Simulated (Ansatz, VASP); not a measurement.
**Two plane-wave programs on Au**

The input INCAR:

```
ALGO = Fast ; EDIFF = 1E-6
EDIFFG = -0.04 ; ENCUT = 600
GGA = PE ; IBRION = 2
ISIF = 3 ; ISMEAR = 0
LASPH = T ; LCHARG = F
LREAL = F ; LWAVE = F
NELM = 80 ; NSW = 90
PREC = Accurate ; SIGMA = 0.1
```

KPOINTS

```
k-points
0
Gamma
  9 9 6
```

Contents of POSCAR:

```
Au
1.0
    2.8352074559      0.0000000000      0.0000000000
   -1.4176037280      2.4553616818      0.0000000000
    0.0000000000      0.0000000000      2.6491469666
Au
1
Direct
    0.0000000000      0.0000000000      0.0000000000
```

Input for Ansatz:

```yaml
crystal:
  lattice:
    - [2.8352074559, 0.0, 0.0]
    - [-1.417603728, 2.4553616818, 0.0]
    - [0.0, 0.0, 2.6491469666]
  atoms:
    - { symbol: Au, position: [0.0, 0.0, 0.0] }
basis:
  ecutwfc: 420
kpoints:
  mp_grid: { grid: [9, 9, 6] }
hamiltonian:
  xc: pbe
scf:
  occupations: { method: gaussian, width: 0.1 }
  lower_state_search: "off"
output:
  forces: true
  stress: true
  eigenvalues: true
relax:
  adjacent_minimum: "off"
  f_tol: 0.04
  max_steps: 70
  cell: { stress_tol: 0.4 }
```

Alike in both runs: task relaxation of cell and atoms; functional PBE; k mesh 9 × 9 × 6; occupations gaussian, width 0.1 eV; no spin polarisation.

|  | VASP | Ansatz |
| --- | --- | --- |
| version | VASP 6.6.1 | Ansatz 0.2.0 |
| potentials or method | VASP PAW PBE potentials, release 64 (Au) | scalar-relativistic, plane waves, PAW |
| plane-wave cutoff (eV) | 600 | 420 |
| valence electrons in the cell | 11 | 19 |

VASP gave:

| Quantity | Value |
| --- | --- |
| gap on the k mesh at the Fermi level, each at its own relaxed structure (eV) | none |
| relaxed volume (Å³/atom) | 19.33 |
| relaxed cell length with the largest relative difference (Å) | 2.771 |
| energy change over the relaxation (meV/atom) | -43 |

Q: Estimate Ansatz's values.

A: gap on the k mesh at the Fermi level, each at its own relaxed structure (eV): none; relaxed volume (Å³/atom): 19.39; relaxed cell length with the largest relative difference (Å): 2.776; energy change over the relaxation (meV/atom): -44.

A gap of «none» marks a metal or a gap that the smearing closes. The two sets of potentials don't hold the same shells in valence.

Caveats: the k mesh is coarse (spacing up to 0.40 Å⁻¹), so the values aren't converged. Spin-orbit coupling is left out, which matters for the levels of Au.
